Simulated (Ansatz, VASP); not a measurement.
**Na: VASP beside Ansatz**

```
Na
1.0
     3.69010    0.00000    0.00000
    -1.84505    3.19572    0.00000
     0.00000    0.00000    6.02837
Na
2
Direct
  0.33333 0.66667 0.25000
  0.66667 0.33333 0.75000
```

Change from the starting cell: volume scaled by 0.94.

Alike in both runs: task single point; functional LDA; k mesh 11 × 11 × 6; occupations fermi-dirac, width 0.05 eV; no spin polarisation.

|  | VASP | Ansatz |
| --- | --- | --- |
| version | VASP 6.6.1 | Ansatz 0.2.0 |
| potentials or method | VASP PAW LDA potentials, release 64 (Na_pv), cutoff 520 eV | all-electron LAPW, scalar-relativistic |

```tsv
	VASP	Ansatz	Ansatz less VASP
pressure (GPa)	-0.5	-0.5	-0.03
largest component of the traceless stress (GPa)	0.20	0.20	0.000
```

Ansatz ran all-electron here, so the differences hold the error of VASP's frozen core and of both bases.
